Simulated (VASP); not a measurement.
Here is a VASP 6.6.1 calculation.

INCAR

```
SYSTEM = C
PREC = Accurate
ENCUT = 450
EDIFF = 1E-7
ISMEAR = -1
SIGMA = 0.05
LREAL = .False.
LASPH = .True.
NELM = 80
ALGO = Normal
ISIF = 2
LWAVE = .False.
LCHARG = .False.
ISPIN = 2
MAGMOM = 0.5 0.5 0.5 0.5 0.5 0.5 0.5 0.5 0.5 0.5 0.5 0.5 0.5 0.5 0.5 0.5 0.5 0.5 0.5 0.5 0.5 0.5 0.5 0.5 0.5 0.5 0.5 0.5 0.5 0.5 0.5 0.5 0.5 0.5 0.5 0.5 0.5 0.5 0.5 0.5 0.5 0.5 0.5 0.5 0.5 0.5 0.5 0.5 0.5 0.5 0.5 0.5 0.5 0.5 0.5 0.5 0.5 0.5 0.5 0.5 0.5 0.5 0.5
LORBIT = 11
NUPDOWN = 3
GGA = PE
IBRION = 2
NSW = 60
EDIFFG = -0.01
NELECT = 253
```

File KPOINTS:

```
regular mesh
0
Gamma
  2 2 2
  0 0 0
```

POSCAR

```
C
1.0
    7.1440000000      0.0000000000      0.0000000000
    0.0000000000      7.1440000000      0.0000000000
    0.0000000000      0.0000000000      7.1440000000
C
63
Direct
    0.7500000000      0.2500000000      0.0000000000
    0.7500000000      0.0000000000      0.2500000000
    0.0000000000      0.0000000000      0.0000000000
    0.2500000000      0.2500000000      0.0000000000
    0.5000000000      0.5000000000      0.0000000000
    0.7500000000      0.7500000000      0.0000000000
    0.2500000000      0.0000000000      0.2500000000
    0.5000000000      0.2500000000      0.2500000000
    0.7500000000      0.5000000000      0.2500000000
    0.5000000000      0.0000000000      0.5000000000
    0.7500000000      0.2500000000      0.5000000000
    0.7500000000      0.0000000000      0.7500000000
    0.0000000000      0.5000000000      0.0000000000
    0.2500000000      0.7500000000      0.0000000000
    0.0000000000      0.2500000000      0.2500000000
    0.2500000000      0.5000000000      0.2500000000
    0.5000000000      0.7500000000      0.2500000000
    0.0000000000      0.0000000000      0.5000000000
    0.2500000000      0.2500000000      0.5000000000
    0.5000000000      0.5000000000      0.5000000000
    0.7500000000      0.7500000000      0.5000000000
    0.2500000000      0.0000000000      0.7500000000
    0.5000000000      0.2500000000      0.7500000000
    0.7500000000      0.5000000000      0.7500000000
    0.0000000000      0.7500000000      0.2500000000
    0.0000000000      0.5000000000      0.5000000000
    0.2500000000      0.7500000000      0.5000000000
    0.0000000000      0.2500000000      0.7500000000
    0.2500000000      0.5000000000      0.7500000000
    0.5000000000      0.7500000000      0.7500000000
    0.0000000000      0.7500000000      0.7500000000
    0.6250000000      0.1250000000      0.1250000000
    0.8750000000      0.3750000000      0.1250000000
    0.8750000000      0.1250000000      0.3750000000
    0.1250000000      0.1250000000      0.1250000000
    0.3750000000      0.3750000000      0.1250000000
    0.6250000000      0.6250000000      0.1250000000
    0.8750000000      0.8750000000      0.1250000000
    0.3750000000      0.1250000000      0.3750000000
    0.6250000000      0.3750000000      0.3750000000
    0.8750000000      0.6250000000      0.3750000000
    0.6250000000      0.1250000000      0.6250000000
    0.8750000000      0.3750000000      0.6250000000
    0.8750000000      0.1250000000      0.8750000000
    0.1250000000      0.6250000000      0.1250000000
    0.3750000000      0.8750000000      0.1250000000
    0.1250000000      0.3750000000      0.3750000000
    0.3750000000      0.6250000000      0.3750000000
    0.6250000000      0.8750000000      0.3750000000
    0.1250000000      0.1250000000      0.6250000000
    0.3750000000      0.3750000000      0.6250000000
    0.6250000000      0.6250000000      0.6250000000
    0.8750000000      0.8750000000      0.6250000000
    0.3750000000      0.1250000000      0.8750000000
    0.6250000000      0.3750000000      0.8750000000
    0.8750000000      0.6250000000      0.8750000000
    0.1250000000      0.8750000000      0.3750000000
    0.1250000000      0.6250000000      0.6250000000
    0.3750000000      0.8750000000      0.6250000000
    0.1250000000      0.3750000000      0.8750000000
    0.3750000000      0.6250000000      0.8750000000
    0.6250000000      0.8750000000      0.8750000000
    0.1250000000      0.8750000000      0.8750000000
```

Potentials or basis: VASP PAW PBE potentials, release 64 (C).

Run with:

```sh
$ cat potpaw_PBE.64/C/POTCAR > POTCAR
$ mpirun -np 1 vasp_std > vasp.out
```

Task: Predict the energy gained by relaxing.

Result: 9.1 meV/atom.

Step by step:
| step | energy change (eV) | largest force (eV/Å) | pressure (GPa) |
| --- | --- | --- | --- |
| 1 | 0.0000 | 2.3772 | 5.07 |
| 2 | -0.0956 | 1.7653 | 7.05 |
| 3 | -0.4535 | 0.6303 | 5.92 |
| 4 | -0.5227 | 0.4158 | 6.75 |
| 5 | -0.5506 | 0.2092 | 6.44 |
| 6 | -0.5605 | 0.2380 | 6.69 |
| 7 | -0.5681 | 0.1175 | 6.58 |
| 8 | -0.5701 | 0.1087 | 6.63 |
| 9 | -0.5707 | 0.0336 | 6.61 |
| 10 | -0.5709 | 0.0105 | 6.62 |
| 11 | -0.5709 | 0.0080 | 6.62 |

Caveat: the k mesh is coarse (spacing up to 0.44 Å⁻¹), so the values aren't converged; the cell is charged against a uniform background, so pressure and absolute levels hang on convention; the cutoff is under 1.25 times the usual one of these potentials, so pressure, stress and relaxed cells hold a basis-set (Pulay) error; the moment is held away from its start; the total moment is fixed, so each spin has its own Fermi level.
